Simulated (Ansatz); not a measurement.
# Preparing KMgF3 (Pm-3m) as a host crystal

Aim: the runs on the perfect crystal KMgF3 (Pm-3m) that a defect calculation needs first.

Program: Ansatz 0.2.0. Level of theory: plane-wave PAW DFT, PBE; relaxation of the host's cell and atoms, in the first sound run; inputs show where later runs differ. Results are calculated unless marked as measured.

Report form: the programs' logs are mostly left out.

## 1. The structure

It takes space group Pm-3m (No. 221, cubic). Conventional cell: a = 3.978 Å, b = 3.978 Å, c = 3.978 Å, α = 90.00°, β = 90.00°, γ = 90.00°. Nearest to K lie 12 F at 2.81 Å. Mg has 6 F at 1.99 Å nearest. Nearest to F lie 2 Mg at 1.99 Å and 4 K at 2.81 Å. Farther neighbours and most contacts between anions are not listed.

## 2. Host cell relaxation

Cell and atoms are relaxed together, until forces and stress fall under their thresholds.

Contents of cell/input.yaml:

```yaml
crystal:
  lattice:
    - [3.9784682, 0.0, 0.0]
    - [0.0, 3.9784682, 0.0]
    - [0.0, 0.0, 3.9784682]
  atoms:
    - { symbol: K, position: [0.5, 0.5, 0.5] }
    - { symbol: Mg, position: [0.0, 0.0, 0.0] }
    - { symbol: F, position: [0.0, 0.5, 0.0] }
    - { symbol: F, position: [0.0, 0.0, 0.5] }
    - { symbol: F, position: [0.5, 0.0, 0.0] }
basis:
  ecutwfc: 420
  xc_grid: 2
hamiltonian:
  xc: pbe
kpoints:
  mp_grid: { grid: [7, 7, 7] }
scf:
  occupations: { method: fixed }
  max_iter: 100
relax:
  f_tol: 0.005
  max_steps: 60
  cell: {}
output:
  forces: true
  stress: true
checkpoint:
  write: "../cell.run"
  compress: false
  write_wavefunctions: false
  write_every: 100000
```

Started as:

```console
$ ansatz run input.yaml --threads 4 --pin off --max-ram 9420MiB --backend cpu --events-out ev --progress --plain --runs-dir out
```

The job ended after 4 s (4 threads of Arm Neoverse V1, shared host; peak memory 0.34 GiB; 14 s of CPU time).

The steps of the relaxation:

```tsv
step	energy less that of the first step (eV)	largest force component (eV/Å)	pressure (GPa)	volume (Å³)
1	0.0000	0.0000	4.25	62.97
2	-0.0258	0.0000	2.07	64.55
3	-0.0313	0.0000	0.10	66.12
4	-0.0311	0.0000	0.00	66.20
5	-0.0457	0.0000	0.45	66.20
6	-0.0450	0.0000	0.05	66.57
7	-0.0449	0.0000	0.00	66.62
8*	-0.0462	0.0000	0.02	66.62
```

Relaxation steps marked * repeat the geometry before them on a plane-wave basis chosen anew for their cell, so energy and pressure can jump there. The log counts 2 steps on a newly chosen plane-wave basis, not all of them marked here; energy and pressure can jump at such steps.

The run keeps the 48 symmetry operations that it works with, so distortions that break them were not tested.

```tsv
conventional cell, symmetrised	before	after	change
a (Å)	3.978	4.054	+1.9 %
b (Å)	3.978	4.054	+1.9 %
c (Å)	3.978	4.054	+1.9 %
volume (Å³/atom)	12.59	13.32	+5.8 %
```

The relaxed structure:

```xyz
5
Lattice="4.0539 0.0000 0.0000 0.0000 4.0539 0.0000 0.0000 0.0000 4.0539" Properties=species:S:1:pos:R:3 pbc="T T T"
K     2.0269    2.0269    2.0269
Mg    0.0000    0.0000    0.0000
F     0.0000    2.0269    0.0000
F     0.0000    0.0000    2.0269
F     2.0269    0.0000    0.0000
```

This step gave:

| Item | Value |
| --- | --- |
| pressure | 0.01859 GPa |

The relaxation ends with a pressure of 0.02 GPa.

## 3. Dielectric tensors of the host

The response to a uniform electric field gives the electronic dielectric tensor.

This step: plane-wave PAW DFPT, PBEsol; dielectric tensors, Born charges and zone-centre modes of the host (Ansatz 0.2.0).

Contents of eps/input.yaml:

```yaml
crystal:
  lattice:
    - [4.0538558823, 0.0, 0.0]
    - [0.0, 4.0538558823, 0.0]
    - [0.0, 0.0, 4.0538558823]
  atoms:
    - { symbol: K, position: [0.5, 0.5, 0.5] }
    - { symbol: Mg, position: [0.0, 0.0, 0.0] }
    - { symbol: F, position: [0.0, 0.5, 0.0] }
    - { symbol: F, position: [0.0, 0.0, 0.5] }
    - { symbol: F, position: [0.5, 0.0, 0.0] }
basis:
  ecutwfc: 420
hamiltonian:
  xc: pbesol
kpoints:
  mp_grid: { grid: [6, 6, 6] }
scf:
  occupations: { method: fixed }
  max_iter: 100
phonons:
  method: dfpt
  dielectric: true
  rigid_motions: translations
```

It took 25 s on 4 threads; peak memory 0.78 GiB; 94 s of CPU time.

Electronic dielectric tensor:

```
2.10 0.00 0.00
0.00 2.10 0.00
0.00 0.00 2.10
```

Static dielectric tensor:

```
8.18 0.00 0.00
0.00 8.18 0.00
0.00 0.00 8.18
```

The electronic dielectric tensor is isotropic, 2.10. The static dielectric tensor is isotropic, 8.18.

## 4. Defect free supercell relaxed in its symmetry

This cell, the one that will hold the defects, is built from the relaxed host. Symmetry fixes every atom, so this run gives the energy of the symmetric cell at the supercell's k-points, the reference for the test of stability.

This step: plane-wave PAW DFT, PBE; relaxation of the defect-free supercell in its symmetry (Ansatz 0.2.0).

System of this step: KMgF3 (Pm-3m). It takes space group Pm-3m (No. 221, cubic). Conventional cell: a = 4.054 Å, b = 4.054 Å, c = 4.054 Å, α = 90.00°, β = 90.00°, γ = 90.00°. Nearest to K lie 12 F at 2.87 Å. Nearest to Mg lie 6 F at 2.03 Å. Nearest to F lie 2 Mg at 2.03 Å and 4 K at 2.87 Å. Farther neighbours and most contacts between anions are not listed.

Contents of pristine.symmetric/input.yaml:

```yaml
crystal:
  lattice:
    - [8.1077117647, 0.0, 0.0]
    - [0.0, 8.1077117647, 0.0]
    - [0.0, 0.0, 8.1077117647]
  atoms:
    - { symbol: K, position: [0.25, 0.25, 0.25] }
    - { symbol: Mg, position: [0.0, 0.0, 0.0] }
    - { symbol: F, position: [0.0, 0.25, 0.0] }
    - { symbol: F, position: [0.0, 0.0, 0.25] }
    - { symbol: F, position: [0.25, 0.0, 0.0] }
    - { symbol: K, position: [0.25, 0.25, 0.75] }
    - { symbol: Mg, position: [0.0, 0.0, 0.5] }
    - { symbol: F, position: [0.0, 0.25, 0.5] }
[... 28 atom lines left out ...]
    - { symbol: Mg, position: [0.5, 0.5, 0.5] }
    - { symbol: F, position: [0.5, 0.75, 0.5] }
    - { symbol: F, position: [0.5, 0.5, 0.75] }
    - { symbol: F, position: [0.75, 0.5, 0.5] }
basis:
  ecutwfc: 420
  xc_grid: 2
hamiltonian:
  xc: pbe
kpoints:
  mp_grid: { grid: [1, 1, 1] }
scf:
  occupations: { method: fermi_dirac, width: 0.01 }
  max_iter: 100
  lower_state_search: "off"
output:
  forces: true
relax:
  f_tol: 0.015
  max_steps: 60
  escape_saddle: false
checkpoint:
  write: "../pristine.symmetric.run"
  compress: false
  write_wavefunctions: false
  write_every: 100000
```

It took 2.2 s on 4 threads; peak memory 0.65 GiB.

The forces vanish from the start, and no atom moves.

## 5. Defect free supercell relaxed from displaced atoms

This step: plane-wave PAW DFT, PBE; relaxation of the defect-free supercell from random displacements, a test of the host's stability (Ansatz 0.2.0).

pristine.rattled/input.yaml, as its differences from pristine.symmetric/input.yaml of step 4:

```diff
@@ -61,6 +61,6 @@
   f_tol: 0.015
-  max_steps: 60
-  escape_saddle: false
+  max_steps: 120
+  random_displacement: { amplitude: 0.06, seed: 7848 }
 checkpoint:
-  write: "../pristine.symmetric.run"
+  write: "../pristine.rattled.run"
   compress: false
```

It took 8 s on 4 threads; peak memory 0.65 GiB; 29 s of CPU time.

The steps of the relaxation:

```tsv
step	energy less that of the first step (eV)	largest force component (eV/Å)
1	0.0000	1.0792
2	-0.2168	0.5611
3	-0.4165	0.0091
4	-0.4165	0.0088
```

The relaxed structure:

```xyz
40
Lattice="8.1077 0.0000 0.0000 0.0000 8.1077 0.0000 0.0000 0.0000 8.1077" Properties=species:S:1:pos:R:3 pbc="T T T"
K     2.0179    2.0152    2.0211
Mg   -0.0103   -0.0079   -0.0060
F    -0.0054    2.0182   -0.0021
F    -0.0108   -0.0110    2.0208
F     2.0171   -0.0137   -0.0064
K     2.0170    2.0179    6.0752
Mg   -0.0093   -0.0091    4.0483
F    -0.0110    2.0179    4.0447
F    -0.0098   -0.0049    6.0749
F     2.0172   -0.0085    4.0479
K     2.0172    6.0747    2.0184
Mg   -0.0106    4.0449   -0.0058
F    -0.0164    6.0726   -0.0095
F    -0.0101    4.0489    2.0202
F     2.0167    4.0500   -0.0073
K     2.0165    6.0724    6.0776
Mg   -0.0095    4.0453    4.0466
F    -0.0080    6.0724    4.0501
F    -0.0106    4.0419    6.0744
F     2.0171    4.0434    4.0467
K     6.0704    2.0156    2.0240
Mg    4.0451   -0.0082   -0.0062
F     4.0387    2.0182   -0.0042
F     4.0441   -0.0114    2.0211
F     6.0708   -0.0027   -0.0069
K     6.0711    2.0188    6.0716
Mg    4.0442   -0.0094    4.0489
F     4.0448    2.0180    4.0443
F     4.0447   -0.0057    6.0746
F     6.0713   -0.0101    4.0483
K     6.0701    6.0744    2.0211
Mg    4.0441    4.0448   -0.0062
F     4.0497    6.0722   -0.0085
F     4.0434    4.0484    2.0203
F     6.0706    4.0387   -0.0065
K     6.0715    6.0717    6.0751
Mg    4.0436    4.0456    4.0471
F     4.0441    6.0724    4.0508
F     4.0445    4.0436    6.0743
F     6.0708    4.0464    4.0457
```

The relaxation ends 10 meV an atom lower than the displaced start, with a largest force component of 0.0088 eV/Å.

## 6. Host on a dense mesh

This step: plane-wave PAW DFT, PBE; single point of the defect-free host, a test of the k-point sampling (Ansatz 0.2.0).

System of this step: KMgF3 (Pm-3m). It takes space group Pm-3m (No. 221, cubic). The conventional cell has a = 4.054 Å, b = 4.054 Å, c = 4.054 Å, α = 90.00°, β = 90.00°, γ = 90.00°. K has 12 F at 2.87 Å nearest. Mg has 6 F at 2.03 Å nearest. Nearest to F lie 2 Mg at 2.03 Å and 4 K at 2.87 Å. Farther neighbours and most contacts between anions are not listed.

Contents of dense/input.yaml:

```yaml
crystal:
  lattice:
    - [4.0538558823, 0.0, 0.0]
    - [0.0, 4.0538558823, 0.0]
    - [0.0, 0.0, 4.0538558823]
  atoms:
    - { symbol: K, position: [0.5, 0.5, 0.5] }
    - { symbol: Mg, position: [0.0, 0.0, 0.0] }
    - { symbol: F, position: [0.0, 0.5, 0.0] }
    - { symbol: F, position: [0.0, 0.0, 0.5] }
    - { symbol: F, position: [0.5, 0.0, 0.0] }
basis:
  ecutwfc: 420
  xc_grid: 2
hamiltonian:
  xc: pbe
kpoints:
  mp_grid: { grid: [7, 7, 7] }
scf:
  occupations: { method: fermi_dirac, width: 0.01 }
  max_iter: 100
  lower_state_search: "off"
checkpoint:
  write: "../dense.run"
  compress: false
  write_wavefunctions: false
  write_every: 100000
```

It took 0.52 s on 4 threads; peak memory 0.33 GiB; 1.7 s of CPU time.

## 7. Defect free supercell at the zone centre

The supercell is run at the zone centre, to see how far that sampling misses the dense mesh.

System of this step: KMgF3 (Pm-3m). The structure is cubic, space group Pm-3m (No. 221). The conventional cell has a = 4.054 Å, b = 4.054 Å, c = 4.054 Å, α = 90.00°, β = 90.00°, γ = 90.00°. K has 12 F at 2.87 Å nearest. Nearest to Mg lie 6 F at 2.03 Å. F has 2 Mg at 2.03 Å and 4 K at 2.87 Å nearest. Farther neighbours and most contacts between anions are not listed.

pristine.sampling_gamma/input.yaml, as its differences from pristine.rattled/input.yaml of step 5:

```diff
@@ -57,10 +57,4 @@
   lower_state_search: "off"
-output:
-  forces: true
-relax:
-  f_tol: 0.015
-  max_steps: 120
-  random_displacement: { amplitude: 0.06, seed: 7848 }
 checkpoint:
-  write: "../pristine.rattled.run"
+  write: "../pristine.sampling_gamma.run"
   compress: false
```

The job ended after 2 s (4 threads; peak memory 0.65 GiB; 7 s of CPU time).

## 8. Outcome

| Quantity | Value |
| --- | --- |
| primitive cell vectors, lengths | 4.054, 4.054, 4.054 Å |
| electronic dielectric constant | 2.10 |
| static dielectric constant | 8.18 |
| gap on the k-mesh of the response run (PBEsol) | 6.78 eV |
| supercell relaxed in its symmetry less the displaced and relaxed one | 0.000 eV |
| energy an atom at the zone centre alone less that on the dense mesh | 0.003 eV |

Step 5: The energy fell by 0.416 eV from the randomly displaced start; against the sites as typed, F13 ends farthest off, by 0.01 Å, once the mean shift is taken out. The displaced cell ends within 0.01 eV of the symmetric one relaxed in its symmetry, so no lower structure shows in this supercell. The k-mesh can miss the band edges, so this gap is an upper bound at this level. All at zero temperature.

[Logs are printed without paths, hosts, clocks, repeated set-up lines and the standing remarks that a program may print on its own settings, such as how far it seeks lower states.]

[Hosts, paths, dates, database ids (printed as entryN), source tags and the programs' standing remarks are cut or masked in the printed files.]

[Runs of the host that timed out are not shown.]

[For some hosts the program warned that the k-mesh of the response run may be too coarse for force constants and the static dielectric constant; such warnings are not always shown.]
